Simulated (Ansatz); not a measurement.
**TiC: comparing deformations**

Computed with DFT PBE, scalar-relativistic, plane waves, PAW in Ansatz. Settings: plane waves to 420 eV, k-mesh 24×24×24 (Γ-centred), Gaussian smearing 0.15 eV. No spin polarisation. Energies are free energies at this smearing, counted from the undisturbed cell; pressure is positive in compression.

The starting cell (relaxed at this level):

```
Ti C
1.0
     0.00000    2.16646    2.16646
     2.16646    0.00000    2.16646
     2.16646    2.16646    0.00000
Ti C
1 1
Direct
  0.00000 0.00000 0.00000
  0.50000 0.50000 0.50000
```

The cell is strained by ε times a Voigt pattern (xx, yy, zz, yz, xz, xy; engineering shear) with fractional coordinates fixed. τ = (1/V0) dE/dε comes from the stress tensor. Of each scan, only the three points used here are listed.

```
            pattern        ε  τ (GPa)
 (1, 1, 0, 0, 0, 0)  -0.0250   -35.79
 (1, 1, 0, 0, 0, 0)   0.0000    -0.02
 (1, 1, 0, 0, 0, 0)   0.0250    27.80
 (0, 0, 1, 0, 0, 0)  -0.0250   -14.68
 (0, 0, 1, 0, 0, 0)   0.0000    -0.01
 (0, 0, 1, 0, 0, 0)   0.0250    11.05
(1, -1, 0, 0, 0, 0)  -0.0187   -14.67
(1, -1, 0, 0, 0, 0)   0.0000     0.00
(1, -1, 0, 0, 0, 0)   0.0187    14.67
 (0, 0, 0, 1, 0, 0)  -0.0075    -1.27
 (0, 0, 0, 1, 0, 0)   0.0000     0.00
 (0, 0, 0, 1, 0, 0)   0.0075     1.27
```

Problem. Which constants do the scans give, and which deformation costs least for the same size of strain tensor?

Solution. The slope dτ/dε at zero (parabola through three points) is pᵀCp: (1, 1, 0, 0, 0, 0) gives 2(C11 + C12) = 1272 GPa; (0, 0, 1, 0, 0, 0) gives C11 = 515 GPa; (1, -1, 0, 0, 0, 0) gives 2(C11 − C12) = 784 GPa; (0, 0, 0, 1, 0, 0) gives C44 = 169 GPa. The size of the strain tensor, ε:ε, is ε² times 2.0, 1.0, 2.0, 0.5. Per unit of it the stiffnesses are 636, 515, 392, 337 GPa, so (0, 0, 0, 1, 0, 0) is the softest of these: at ε:ε = (1 %)² the quadratic term costs 1.07 meV/atom against 2.02 for the stiffest.

Problem. What else follows for this cubic crystal?

Solution. From the unrounded slopes C11 = 514.5 and C12 = 121.4 GPa, so B = (C11 + 2 C12)/3 = 252 GPa and the Poisson ratio for a pull along a cube edge is C12/(C11 + C12) = 0.19. Symmetry also asks 2(C11 − C12) = 786 GPa, against 784 from its own scan.

Problem. How anisotropic is this cubic crystal?

Solution. Zener's ratio 2 C44/(C11 − C12) = 0.86; it is 1 for an isotropic solid.

In a metal these slopes depend on the k mesh and the smearing.